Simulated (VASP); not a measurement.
A run of VASP 6.6.1:

INCAR

```
SYSTEM = LiNbO3
  PREC = Accurate
  ENCUT = 600
  EDIFF = 1E-6
  ISMEAR = 0
  SIGMA = 0.03
  LREAL = .False.
  LASPH = .True.
  NELM = 80
  ALGO = Normal
  ISIF = 3
  LWAVE = .False.
  LCHARG = .False.
  METAGGA = R2SCAN
  LMIXTAU = .True.
  IBRION = 2
  NSW = 90
  EDIFFG = -0.01
  KPAR = 4
```

File KPOINTS:

```
regular mesh
0
Gamma
  6 6 6
  0 0 0
```

File POSCAR:

```
LiNbO3
1.0
    2.5758000000      1.4871388234      4.6230000000
   -2.5758000000      1.4871388234      4.6230000000
    0.0000000000     -2.9742776468      4.6230000000
Li Nb O
2 2 6
Direct
    0.2815000000      0.2815000000      0.2815000000
    0.7815000000      0.7815000000      0.7815000000
    0.0000550000      0.0000550000      0.0000550000
    0.5000550000      0.5000550000      0.5000550000
    0.1123100000      0.3583600000      0.7195900000
    0.7195900000      0.1123100000      0.3583600000
    0.3583600000      0.7195900000      0.1123100000
    0.2195900000      0.8583600000      0.6123100000
    0.8583600000      0.6123100000      0.2195900000
    0.6123100000      0.2195900000      0.8583600000
```

Potentials or basis: VASP PAW PBE potentials, release 64 (Li_sv, Nb_sv, O).

Launch:

```sh
$ cat potpaw_PBE.64/Li_sv/POTCAR potpaw_PBE.64/Nb_sv/POTCAR potpaw_PBE.64/O/POTCAR > POTCAR
$ mpirun -np 4 vasp_std > vasp.out
```

Hardware: 4 MPI ranks on AMD EPYC 9R45 96-Core Processor (Zen 5) (shared host).

Question: Estimate the wall time of this run.

Answer: Wall time 34 min on 4 MPI ranks on AMD EPYC 9R45 96-Core Processor (Zen 5), on a shared host, peak memory 0.46 GiB a rank. Counts: scf iterations 205, k points 32, ion steps 24.
